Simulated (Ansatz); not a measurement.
The following input was run with Ansatz 0.2.0.

```yaml
crystal:
  lattice:
    - [0.0, 3.0672482733, 5.3543324469]
    - [2.793225643, 0.0, 5.3543324469]
    - [2.793225643, 3.0672482733, 0.0]
  atoms:
    - { symbol: Pb, position: [0.72739428, 0.27260572, 0.72739428] }
    - { symbol: Pb, position: [0.27260572, 0.72739428, 0.27260572] }
    - { symbol: Pb, position: [0.7797693, 0.7797693, 0.2202307] }
    - { symbol: Pb, position: [0.2202307, 0.2202307, 0.7797693] }
basis:
  ecutwfc: 420
kpoints:
  mp_grid: { grid: [12, 12, 12] }
hamiltonian:
  xc: pbe
scf:
  occupations: { method: gaussian, width: 0.1 }
output:
  forces: true
  stress: true
  eigenvalues: true
```

Command:
```bash
ansatz run input.yaml --threads 1 --pin off --max-ram 1331MiB --backend cpu --events-out ev --progress --plain --runs-dir out
```

These are results of Ansatz, DFT PBE, scalar-relativistic, plane waves, PAW, not measurements.

Part of what the program printed, abridged (final results; tables in files aren't shown):

```
SCF 1 converged in 6 iterations: F = -47621.944684 eV  dr2 = 5.02e-9
SCF converged after 6 iterations
Free energy (F): -47621.944684 eV
Harris-Foulkes:  -47621.944684 eV  (|F-HF|=1.24e-10)
Internal energy: -47621.937461 eV  (E = F + TS)
E sigma→0 (E₀):  -47621.941072 eV
Entropy (-TS):   -0.007224 eV (-1.806 meV/atom)
Fermi energy:    15.741904 eV
--- Per-component energies (eV) ---
  E_band       = 89.355563
  E_kinetic    = 1185.832248
  E_local      = -3420.930509  (includes V_loc(G=0)·N_el)
  E_nonlocal   = 1400.976701
  E_hartree    = 1410.472513
  E_xc         = -891.628483
  E_vxc        = -542.245067  (∫ρ·V_xc dr)
  E_paw        = -41632.143418  (= ΣΔE_a)
  E_vpaw       = -1355.223594  (= ΣTr[D̂ρ^β])
  E_aug_tail   = 0.000196  (compensation charges beyond the density's cutoff)
  E_ewald      = -5674.516708
  E_smearing   = -0.007224  (= −TS)
--- Forces (eV/Å), atoms counted from 1 ---
  atom   1  Pb     0.00000000    -0.06410723     0.00000000
  atom   2  Pb     0.00000000     0.06410723     0.00000000
  atom   3  Pb     0.00000000     0.00000000    -0.79067837
  atom   4  Pb     0.00000000     0.00000000     0.79067837
--- Stress (GPa, compression-positive) ---
       37.714792       0.000000       0.000000
        0.000000      34.107641       0.000000
        0.000000       0.000000      32.304851
  P = ⅓ Tr σ = 34.7091 GPa (347.091 kbar)
--- Band table (eV; the first three rows and the last of 280) ---
  k-point 0: bands = ["-2.7481", "-2.4049", "-2.3201", "-2.2362", "-2.2014", "-2.1103", "-2.0853", "-2.0250", "-1.7728", "-1.7719", "-1.6426", "-1.6097", "-1.3432", "-1.3028", "-1.2609", "-1.2191", "-1.1472", "-1.1241", "-0.9326", "-0.8210", "1.4890", "6.7325", "8.9090", "11.2102", "12.1703", "12.9795", "13.3935", "13.4165", "13.7336", "19.0668", "19.2943", "19.6081", "22.5172", "22.8272"]
  k-point 1: bands = ["-2.7268", "-2.3962", "-2.2995", "-2.2307", "-2.1857", "-2.1113", "-2.0699", "-2.0231", "-1.7684", "-1.7653", "-1.6340", "-1.6180", "-1.3562", "-1.3150", "-1.2669", "-1.2328", "-1.1621", "-1.1348", "-0.9450", "-0.8494", "1.5681", "6.6852", "9.0011", "10.5976", "11.6073", "13.1389", "13.5716", "13.8896", "14.2471", "18.9530", "19.3231", "19.8751", "22.0489", "22.6853"]
  k-point 2: bands = ["-2.6640", "-2.3667", "-2.2445", "-2.2196", "-2.1405", "-2.1065", "-2.0344", "-2.0123", "-1.7604", "-1.7421", "-1.6534", "-1.5968", "-1.3949", "-1.3519", "-1.2944", "-1.2700", "-1.1990", "-1.1630", "-0.9836", "-0.9251", "1.8069", "6.5983", "8.8370", "9.7268", "11.0110", "13.3193", "13.8783", "14.7859", "15.1708", "18.1954", "20.0061", "20.7101", "21.0196", "21.6022"]
  k-point 279: bands = ["-2.7058", "-2.3546", "-2.2655", "-2.2038", "-2.0093", "-1.9998", "-1.9820", "-1.9774", "-1.7364", "-1.7334", "-1.7307", "-1.5098", "-1.4810", "-1.4095", "-1.3650", "-1.3146", "-1.2917", "-1.2420", "-0.9777", "-0.8627", "2.8124", "3.2844", "10.1282", "10.3607", "13.3689", "13.6488", "15.7292", "16.0703", "16.6731", "17.0000", "18.2657", "18.7443", "20.9769", "21.0848"]
```

The run converged.

Spin–orbit coupling is left out, which can shift energies with elements as heavy as these.